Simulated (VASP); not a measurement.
# Te2Mo (P6_3/mmc) in VASP: settings compared

Aim: see how the results for Te2Mo move with the level of theory and the settings. Levels: LDA, PBE+D3(BJ). Tasks: relaxation of cell and atoms.

Everything below comes from runs of VASP 6.6.1. Logs are shortened: lines on timing, memory, paths and dates and some standing lists are left out, and cuts for length are marked.

### 1 The structure

The structure is hexagonal, space group P6_3/mmc (No. 194). Conventional cell: a = 3.518 Å, b = 3.518 Å, c = 13.974 Å, α = 90.00°, β = 90.00°, γ = 120.00°. Te (site symmetry 3m) has 3 Mo at 2.72 Å as nearest neighbours. Mo (site symmetry -6m2) is surrounded by 6 Te at 2.72 Å.

### 2 Relaxation of cell and atoms, LDA

The input, INCAR:

```
PREC     = Accurate       # precision mode
ENCUT    = 600            # plane-wave cutoff, eV
EDIFF    = 1E-6           # SCF threshold, eV
ISMEAR   = 0              # smearing method
SIGMA    = 0.03           # smearing width, eV
LREAL    = False          # projectors in reciprocal space
LASPH    = True           # aspherical terms in the spheres
NELM     = 80             # most SCF steps
ALGO     = Normal         # electronic algorithm
ISIF     = 3              # what is computed and relaxed
LWAVE    = False          # write WAVECAR
LCHARG   = False          # write CHGCAR
GGA      = CA             # functional
IBRION   = 2              # ionic algorithm
NSW      = 90             # ionic steps
EDIFFG   = -0.01          # ionic threshold
KPAR     = 2
```

The input, KPOINTS:

```
regular mesh
0
Gamma
  9 9 2
```

The input, POSCAR:

```
Te2Mo
1.0
    3.5182000000      0.0000000000      0.0000000000
   -1.7591000000      3.0468505756      0.0000000000
    0.0000000000      0.0000000000     13.9736000000
Te Mo
4 2
Direct
    0.3333333333      0.6666666667      0.6210000000
    0.6666666667      0.3333333333      0.1210000000
    0.3333333333      0.6666666667      0.8790000000
    0.6666666667      0.3333333333      0.3790000000
    0.3333333333      0.6666666667      0.2500000000
    0.6666666667      0.3333333333      0.7500000000
```

Potentials or basis: VASP PAW LDA potentials, release 64 (Te, Mo_sv).

The run is started by

```console
cat potpaw_LDA.64/Te/POTCAR potpaw_LDA.64/Mo_sv/POTCAR > POTCAR
mpirun -np 2 vasp_std > vasp.out
```

OUTCAR:

```text
PREC = Accurate
   ENCUT = 600
   EDIFF = 1E-6
   ISMEAR = 0
   LREAL = False
   LASPH = True
   NELM = 80
   ISIF = 3
   GGA = CA
   IBRION = 2
   NSW = 90
   EDIFFG = -0.01

 ion  position               nearest neighbor table
   1  0.333  0.667  0.621-   6 2.72   6 2.72   6 2.72   3 3.61
   2  0.667  0.333  0.121-   5 2.72   5 2.72   5 2.72   4 3.61
   3  0.333  0.667  0.879-   6 2.72   6 2.72   6 2.72   1 3.61
   4  0.667  0.333  0.379-   5 2.72   5 2.72   5 2.72   2 3.61
   5  0.333  0.667  0.250-   2 2.72   4 2.72   2 2.72   4 2.72   2 2.72   4 2.72
   6  0.667  0.333  0.750-   1 2.72   3 2.72   1 2.72   3 2.72   1 2.72   3 2.72

  LATTYP: Found a hexagonal cell.
 ALAT       =     3.5182000000
 C/A-ratio  =     3.9718037633

  Lattice vectors:

 A1 = (   3.5182000000,   0.0000000000,   0.0000000000)
 A2 = (  -1.7591000000,   3.0468505756,   0.0000000000)
 A3 = (   0.0000000000,   0.0000000000,  13.9736000000)

Analysis of symmetry for initial positions (statically):
=====================================================================
 Subroutine PRICEL returns:
 Original cell was already a primitive cell.

 Routine SETGRP: Setting up the symmetry group for a
 hexagonal supercell.

 Subroutine GETGRP returns: Found 24 space group operations
 (whereof 12 operations were pure point group operations)
 out of a pool of 24 trial point group operations.

The static configuration has the point symmetry D_3d.
 The point group associated with its full space group is D_6h.

Analysis of symmetry for dynamics (positions and initial velocities):
=====================================================================
 Subroutine PRICEL returns:
 Original cell was already a primitive cell.

 Routine SETGRP: Setting up the symmetry group for a
 hexagonal supercell.

 Subroutine GETGRP returns: Found 24 space group operations
 (whereof 12 operations were pure point group operations)
 out of a pool of 24 trial point group operations.

The dynamic configuration has the point symmetry D_3d.
 The point group associated with its full space group is D_6h.

 Subroutine INISYM returns: Found 24 space group operations
 (whereof 12 operations are pure point group operations),
 and found     1 'primitive' translations

----------------------------------------------------------------------------------------

                                     Primitive cell

  volume of cell :     149.7890
[... 99 lines left out ...]
   NSW    =     90    number of steps for IOM
   IBRION =      2    ionic relax: 0-MD 1-quasi-New 2-CG
   NFREE  =      1    steps in history (QN), initial steepest desc. (CG)
   ISIF   =      3    stress and relaxation
   ISYM   =      2    0-nonsym 1-usesym 2-fastsym
   POTIM  = 0.5000    time-step for ionic-motion
   TEBEG  =    0.0;   TEEND  =   0.0 temperature during run
   PSTRESS=    0.0 pullay stress
   NELECT =      52.0000    total number of electrons
   NUPDOWN=      -1.0000    fix difference up-down
   EMIN   =  10.00;   EMAX   =-10.00  energy-range for DOS
   EFERMI =   0.00;   METHOD = LEGACY
   ISMEAR =     0;   SIGMA  =   0.03  broadening in eV -4-tet -1-fermi 0-gaus
   EFERMI_NEDOS =   21; number of points for ismear=-14 and -15
   IALGO  =     38    algorithm
   IMIX   =      4    mixing-type and parameters
     AMIX     =   0.40;   BMIX     =  1.00
     AMIX_MAG =   1.60;   BMIX_MAG =  1.00
  volume/ion in A,a.u.               =      24.96       168.47
  Fermi-wavevector in a.u.,A,eV,Ry     =   1.150578  2.174277 18.011787  1.323829
  Thomas-Fermi vector in A             =   2.287241
   LORBIT       =      0    0 simple, 1 ext, 2 COOP (PROOUT), +10 PAW based schemes
   GGA     = CA    functional components
   LHFCALC =     F    Hartree Fock is set to
   AEXX    =    0.0000 exact exchange contribution
   IVDW    =     0    specifies the selected vdW correction
   LEPSILON=     F    determine dielectric tensor
   LRPA    =     F    only Hartree local field effects (RPA)
 conjugate gradient relaxation of ions
 non-spin polarized calculation
 Gauss-broadening in eV      SIGMA  =   0.03
  energy-cutoff  :      600.00
  volume of cell :      149.79
 maximum number of plane-waves:      5038
   NGX = 15   NGY = 15   NGZ = 55

--------------------------------------- Ionic step        1  -------------------------------------------

 number of electron      52.0000001 magnetization

 Free energy of the ion-electron system (eV)
  ---------------------------------------------------
  ext. energy  EPLUGINS =         0.00000000
  ---------------------------------------------------
  free energy    TOTEN  =       -41.22426793 eV

  energy without entropy =      -41.22426793  energy(sigma->0) =      -41.22426793

------------------------ aborting loop because EDIFF is reached ----------------------------------------

  FORCE on cell =-STRESS in cart. coord.  units (eV):
  Direction    XX          YY          ZZ          XY          YZ          ZX
  --------------------------------------------------------------------------------------
  -------------------------------------------------------------------------------------
  Total       -2.6923394     -2.6923394     -2.4911430      0.0000000     -0.0000000      0.0000000
  in kB      -28.7978719    -28.7978719    -26.6458303      0.0000000     -0.0000000      0.0000000
  external PRESSURE =     -28.0805247 kB  Pullay stress =       0.0000000 kB
[... 101 lines left out ...]
  FREE ENERGIE OF THE ION-ELECTRON SYSTEM (eV)
  ---------------------------------------------------
  free  energy   TOTEN  =       -41.2574458731 eV

  energy  without entropy=      -41.2574458731  energy(sigma->0) =      -41.25744587

[... ionic steps 4 to 11 ...]

--------------------------------------- Ionic step       12  -------------------------------------------

 number of electron      51.9999999 magnetization

------------------------ aborting loop because EDIFF is reached ----------------------------------------
[... 75 lines left out ...]
--------------------------------------- Ionic step       14  -------------------------------------------

 number of electron      51.9999999 magnetization

 Free energy of the ion-electron system (eV)
  ---------------------------------------------------
  ext. energy  EPLUGINS =         0.00000000
  ---------------------------------------------------
  free energy    TOTEN  =       -41.26521028 eV

  energy without entropy =      -41.26521028  energy(sigma->0) =      -41.26521028

 E-fermi :   8.8629     XC(G=0): -10.8503

 val. band max:        8.5533477825   @ k =   0.0000   0.0000   0.0000
 cond. band min:       9.2558403188   @ k =   0.2222   0.2222   0.0000
 fundamental gap:      0.7024925363
 Fermi energy:         8.8629285106

 k-point     1 :       0.0000    0.0000    0.0000
  band No.  band energies     occupation
      1     -51.9023      2.00000
      2     -51.9023      2.00000
      3     -26.2894      2.00000
      4     -26.2894      2.00000
      5     -26.1220      2.00000
      6     -26.1220      2.00000
[... 838 lines left out ...]
  FREE ENERGIE OF THE ION-ELECTRON SYSTEM (eV)
  ---------------------------------------------------
  free  energy   TOTEN  =       -41.2652102771 eV

  energy  without entropy=      -41.2652102771  energy(sigma->0) =      -41.26521028

 reached required accuracy - stopping structural energy minimisation
```

CONTCAR:

```text
Te2Mo
   1.00000000000000
     3.4755287640195878   -0.0000000000000000    0.0000000000000000
    -1.7377643820097939    3.0098962012298789   -0.0000000000000000
    -0.0000000000000000    0.0000000000000000   13.7704706663436180
  Te              Mo
     4     2
Direct
     0.3333333332999970    0.6666666667000030    0.6193975500260722
     0.6666666667000030    0.3333333332999970    0.1193975500260722
     0.3333333332999970    0.6666666667000030    0.8806024499739278
     0.6666666667000030    0.3333333332999970    0.3806024499739277
     0.3333333332999970    0.6666666667000030    0.2500000000000000
     0.6666666667000030    0.3333333332999970    0.7500000000000000

  0.00000000E+00  0.00000000E+00  0.00000000E+00
  0.00000000E+00  0.00000000E+00  0.00000000E+00
  0.00000000E+00  0.00000000E+00  0.00000000E+00
  0.00000000E+00  0.00000000E+00  0.00000000E+00
  0.00000000E+00  0.00000000E+00  0.00000000E+00
  0.00000000E+00  0.00000000E+00  0.00000000E+00
```

It took 8 min on 2 MPI ranks of Intel Xeon Platinum 8488C (Sapphire Rapids), shared host; peak memory 0.3 GiB.

Results:

| Item | Value |
| --- | --- |
| Free energy | -41.2652 eV |
| Relaxed volume | 24.01 Å³/atom |
| Relaxed cell | a = 3.476 Å, b = 3.476 Å, c = 13.770 Å, α = 90.00°, β = 90.00°, γ = 120.00° |
| Space group after relaxing (to 0.05 Å) | P6_3/mmc (No. 194) |
| Energy gained by relaxing | 6.8 meV/atom |
| Ionic steps | 14 |
| Pressure after relaxing | 0.0 GPa |
| Largest force after relaxing | 0.006 eV/Å |
| Band gap on the k mesh | 0.70 eV, indirect (least direct gap 1.10 eV) |

Forces in eV/Å, atoms in the order of the input:
```
Te   0.000  0.000 -0.006
Te   0.000  0.000 -0.006
Te   0.000  0.000  0.006
Te   0.000  0.000  0.006
Mo   0.000  0.000  0.000
Mo   0.000  0.000  0.000
```

Stress tensor (GPa, compression positive):
```
-0.04  0.00  0.00
 0.00 -0.04  0.00
 0.00  0.00  0.05
```

Step by step:
| step | energy change (eV) | largest force (eV/Å) | pressure (GPa) | volume (Å³) |
| --- | --- | --- | --- | --- |
| 1 | 0.0000 | 0.2404 | -2.81 | 149.79 |
| 2 | 0.0701 | 0.8880 | 5.25 | 140.50 |
| 3 | -0.0332 | 0.1397 | -0.14 | 146.34 |
| 4 | -0.0332 | 0.1475 | -0.09 | 146.27 |
| 5 | -0.0381 | 0.0642 | -0.03 | 145.56 |
| 6 | -0.0383 | 0.0421 | -0.02 | 145.37 |
| 7 | -0.0389 | 0.0303 | -0.06 | 145.28 |
| 8 | -0.0399 | 0.0034 | -0.22 | 145.01 |
| 9 | -0.0399 | 0.0710 | -0.51 | 144.48 |
| 10 | -0.0403 | 0.0346 | -0.35 | 144.77 |
| 11 | -0.0405 | 0.0276 | -0.30 | 144.64 |
| 12 | -0.0409 | 0.0062 | -0.12 | 144.27 |
| 13 | -0.0406 | 0.0356 | 0.23 | 143.54 |
| 14 | -0.0409 | 0.0065 | -0.01 | 144.05 |

Final structure:
```
Te Mo
1.0
     3.47553    0.00000    0.00000
    -1.73776    3.00990    0.00000
     0.00000    0.00000   13.77047
Te Mo
4 2
Direct
  0.33333 0.66667 0.61940
  0.66667 0.33333 0.11940
  0.33333 0.66667 0.88060
  0.66667 0.33333 0.38060
  0.33333 0.66667 0.25000
  0.66667 0.33333 0.75000
```

Levels at points of the mesh, in eV from the valence-band top:
| k point | band 24 | band 25 | band 26 | band 27 | band 28 | band 29 |
| --- | --- | --- | --- | --- | --- | --- |
| (0.00, 0.00, 0.00) | -1.03 | -0.25 | 0.00 | 2.99 | 2.99 | 3.15 |
| (0.00, 0.00, 0.50) | -1.05 | -0.07 | -0.07 | 3.03 | 3.03 | 3.03 |

Caveat: spin-orbit coupling is left out, which moves the levels of the heavy elements; an odd mesh through Γ misses points on the zone boundary, where band edges often lie. A hybrid or GW would open this gap; LDA tends to underestimate it.

[end of part 1 of 2]
